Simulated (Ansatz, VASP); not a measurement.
# One calculation of TiB2, two programs

File INCAR:

```
ALGO = Normal
EDIFF = 1E-6
ENCUT = 520
GGA = PE
ISIF = 2
ISMEAR = 0
LASPH = True
LCHARG = False
LREAL = False
LWAVE = False
NBANDS = 16
NELM = 60
PREC = Accurate
SIGMA = 0.15
```

The input KPOINTS:

```
k-points
0
Gamma
  18 18 14
```

POSCAR

```
TiB2
1.0
    2.9863277801      0.0000000000      0.0000000000
   -1.4931638901      2.5862357216      0.0000000000
    0.0000000000      0.0000000000      3.2242295241
Ti B
1 2
Direct
    0.0000000000      0.0000000000      0.0000000000
    0.3333333333      0.6666666667      0.5000000000
    0.6666666667      0.3333333333      0.5000000000
```

Input for Ansatz:

```yaml
crystal:
  lattice:
    - [2.9863277801, 0.0, 0.0]
    - [-1.4931638901, 2.5862357216, 0.0]
    - [0.0, 0.0, 3.2242295241]
  atoms:
    - { symbol: Ti, position: [0.0, 0.0, 0.0] }
    - { symbol: B, position: [0.3333333333, 0.6666666667, 0.5] }
    - { symbol: B, position: [0.6666666667, 0.3333333333, 0.5] }
basis:
  ecutwfc: 420
kpoints:
  mp_grid: { grid: [18, 18, 14] }
hamiltonian:
  xc: pbe
scf:
  occupations: { method: gaussian, width: 0.15 }
output:
  forces: true
  stress: true
  eigenvalues: true
```

Change from the starting cell: strain -0.0150 x Voigt [1, 1, 0, 0, 0, 0], atoms carried along.

Alike in both runs: task single point; functional PBE; k mesh 18 × 18 × 14; occupations gaussian, width 0.15 eV; no spin polarisation.

```csv
,VASP,Ansatz
version,VASP 6.6.1,Ansatz 0.2.0
potentials or method,"VASP PAW PBE potentials, release 64 (Ti_sv, B)","scalar-relativistic, plane waves, PAW"
plane-wave cutoff (eV),520,420
valence electrons in the cell,18,18
```

```tsv
	VASP	Ansatz	Ansatz less VASP
gap on the k mesh at the Fermi level (eV)	none	none	-
pressure (GPa)	9.1	8.8	-0.23
largest component of the traceless stress (GPa)	5.51	5.53	+0.017
```

A gap of «none» marks a metal or a gap that the smearing closes. With one functional, cell and mesh, what is left measures potentials, basis and numerics.
